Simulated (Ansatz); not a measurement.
**The polar optical mode of SiC at 35 GPa, worked through**

Theory: DFT LDA, scalar-relativistic, plane waves, PAW (Ansatz). Settings: 420 eV plane-wave cutoff, Γ-centred 12×12×12 mesh, fixed occupations. No spin polarisation. Phonons by linear response, acoustic sum rule imposed.

The cell, relaxed at 35 GPa:
```cif
data_structure
_symmetry_space_group_name_H-M 'F-43m'
_symmetry_Int_Tables_number 216
_cell_length_a 4.1578
_cell_length_b 4.1578
_cell_length_c 4.1578
_cell_angle_alpha 90.000
_cell_angle_beta 90.000
_cell_angle_gamma 90.000
_cell_volume 71.88
loop_
_atom_site_label
_atom_site_type_symbol
_atom_site_symmetry_multiplicity
_atom_site_Wyckoff_symbol
_atom_site_fract_x
_atom_site_fract_y
_atom_site_fract_z
_atom_site_occupancy
Si1 Si 4 a 0.00000 0.00000 0.00000 1
C1 C 4 c 0.25000 0.25000 0.25000 1
```

Other phases may be more stable at this pressure.

Linear response gives ν_TO = 914.5 cm⁻¹, Born charges ±2.813 e (positive on Si) and ε∞ = 6.681. The primitive cell holds 17.970 Å³, and the masses are 28.085 and 12.011 amu.

Q: Find ν_LO and the static dielectric constant.

A: The long-wave field adds a restoring force: ω_LO² − ω_TO² = Z*²e²/(ε_vac ε∞ μV). In these units ν_LO² − ν_TO² = 4.92064×10⁷ Z*²/(μ V ε∞) cm⁻², with μ = m₁m₂/(m₁ + m₂) = 8.413 amu: 385432 cm⁻². So ν_LO = √(914.5² + 385432) = 1105.3 cm⁻¹, and the run gives 1105.3. Lyddane–Sachs–Teller then gives ε0 = ε∞ (ν_LO/ν_TO)² = 9.76, against 9.76 in the run (it forms both from the same three quantities, so the match checks the arithmetic only). Between ν_TO and ν_LO the dielectric function is negative and an undamped crystal reflects fully: a reststrahlen band from 9.0 to 10.9 μm.

Q: What do the Clausius–Mossotti polarisability and the Szigeti charge come to?

A: With the Lorentz local field, α = (3V/4π)(ε∞ − 1)/(ε∞ + 2) = 2.81 Å³ for the pair, and e_S = 3Z*/(ε∞ + 2) = 0.97 e. The Born charge includes the electrons' response to the dipole's own local field, and e_S takes that enhancement out. The Lorentz field assumes point-like polarisable ions, a poor picture once ε∞ is this large, since the electron clouds then overlap or are shared, so both numbers are formal here.

Q: How strongly does a slow electron couple to the LO mode?

A: For one isotropic parabolic band, Fröhlich's constant is α_F = (1/ε∞ − 1/ε0) √(m* Ry/ħω_LO), with Ry = 13.606 eV, ħω_LO = 137.0 meV and m* in free-electron masses: α_F = 0.0472 × 9.96 × √m* = 0.47 √m*. The band mass isn't part of this run; for m* = 0.1, 0.3 and 1 it gives 0.15, 0.26, 0.47. In weak coupling the polaron lies α_F ħω_LO below the band edge (35 meV at m* = 0.3) with a mass m*(1 + α_F/6); past α_F of about 5 or 6 that expansion fails. A semilocal functional's ε∞ tends to be too large, which taken alone lowers α_F.

Cost: 1 run of about 1.1 core-minutes, on Intel Xeon Processor @ 2.50GHz (Skylake/Cascade Lake) (shared hosts).

The polar mode of compressed SiC combines a stiff covalent bond with a large dynamical charge. Short sp³ bonds and the light carbon atom put ν_TO at 914.5 cm⁻¹, and the long-range field lifts the longitudinal branch to 1105.3 cm⁻¹. The Born charge of 2.813 e behind this splitting isn't a measure of static ionicity: stretching a polar covalent bond changes its hybridisation and shifts electron density between silicon and carbon, so the moving charge can far exceed the charge resident on either atom.

The static dielectric constant is nonetheless mostly electronic, 6.681 out of 9.76, because a stiff lattice displaces little in a static field. That modest ionic share, together with the high LO frequency, keeps the Fröhlich coupling weak for the masses considered and suggests large, mobile polarons rather than self-trapped electrons. Carrier mobility doesn't follow from this coupling alone, since acoustic and intervalley scattering also matter in a semiconductor with several conduction-band valleys.
